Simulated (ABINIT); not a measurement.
Set up this calculation in ABINIT 10.8.3 (patched build), as the native input.

- Task: single point
- Functional: LDA
- Potentials or basis: JTH PAW LDA v2.0
- Cutoff: 544 eV
- k mesh: 6 × 6 × 4
- Occupations: fermi-dirac, width 0.05 eV
- Spin: no spin polarisation
- Fine-grid cutoff: 1088.46 eV

The system is Te2Pt (Moncheite).

```
Pt Te
1.0
     4.01000    0.00000    0.00000
    -2.00500    3.47276    0.00000
     0.00000    0.00000    5.20100
Pt Te
1 2
Direct
  0.00000 0.00000 0.00000
  0.66667 0.33333 0.75000
  0.33333 0.66667 0.25000
```

The input as run:

run.abi

```
# Pseudopotentials
pp_dirpath "./"
pseudos "Pt.LDA_PW-JTH.xml, Te.LDA_PW-JTH.xml"

# Structure
acell 3*1.0
rprim
     7.5778017597     0.0000000000     0.0000000000
    -3.7889008799     6.5625688288     0.0000000000
     0.0000000000     0.0000000000     9.8284655742
ntypat 2
znucl 78 52
natom 3
typat 1 2 2
xred
     0.0000000000     0.0000000000     0.0000000000
     0.6666666667     0.3333333333     0.7500000000
     0.3333333333     0.6666666667     0.2500000000

# Plane-wave basis
ecut 20.0
pawecutdg 40.0

# k points
kptopt 1
ngkpt 6 6 4
nshiftk 1
shiftk 0.0 0.0 0.0

# Exchange and correlation
ixc 7

# Bands and occupations
nband 15
occopt 3
tsmear 0.00183747

# SCF cycle
nstep 100
tolvrs 1.0e-9

# Output
iomode 3
prtwf 0
prtden 0
prteig 0
prtebands 0
```

Potentials or basis: JTH PAW LDA v2.0.

Run with:

```sh
$ abinit run.abi > log 2>&1
```

It gave:

```yaml
Pressure: 3.0 GPa
Largest_force: 0.826 eV/Å
Band_gap_on_the_k_mesh: none (metal or under the smearing width)
Valence_electrons_inside_the_program's_atomic_spheres: Pt 8.75; Te 3.14
```

Wall time 32 s on 1 thread of Arm Neoverse V1, with other jobs on the host, peak memory 0.12 GiB.
